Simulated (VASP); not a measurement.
Set up this calculation in VASP 6.6.1, as the native input.

```
Task                   : single point
Functional             : PBE
Potentials or basis    : VASP PAW PBE potentials, release 64 (K_sv, Mg, F)
Cutoff                 : 520 eV
k mesh                 : 6 × 6 × 6
Occupations            : gaussian, width 0.02 eV
Spin                   : no spin polarisation
Dipole correction      : no
Further INCAR settings : ALGO = Normal; EDIFF = 1e-06; NBANDS = 24
```

The structure of KMgF3 lies in POSCAR:

```
KMgF3
1.0
    4.0943294731      0.0000000000      0.0000000000
    0.0000000000      4.0943294731      0.0000000000
    0.0000000000      0.0000000000      4.0943294731
K Mg F
1 1 3
Direct
    0.5000000000      0.5000000000      0.5000000000
    0.0000000000      0.0000000000      0.0000000000
    0.5000000000      0.0000000000      0.0000000000
    0.0000000000      0.5000000000      0.0000000000
    0.0000000000      0.0000000000      0.5000000000
```

These files were run (other wordings do the same):

INCAR

```
ALGO = Normal
EDIFF = 1E-6
ENCUT = 520
GGA = PE
ISIF = 2
ISMEAR = 0
LASPH = T
LCHARG = F
LREAL = F
LWAVE = F
NBANDS = 24
NELM = 100
PREC = Accurate
SIGMA = 0.02
```

KPOINTS

```
k-points
0
Gamma
  6 6 6
```

Potentials or basis: VASP PAW PBE potentials, release 64 (K_sv, Mg, F).

Command:

```console
$ cat potpaw_PBE.64/K_sv/POTCAR potpaw_PBE.64/Mg/POTCAR potpaw_PBE.64/F/POTCAR > POTCAR
$ mpirun -np 1 vasp_std > vasp.out
```

Results of the run:

- Pressure: -2.2 GPa
- Band gap on the k mesh: 6.72 eV, indirect (least direct gap 7.04 eV)

It took 27 s on 1 thread of Intel(R) Xeon(R) Platinum 8259CL CPU @ 2.50GHz (Skylake/Cascade Lake), with other jobs on the host, peak memory 0.18 GiB.
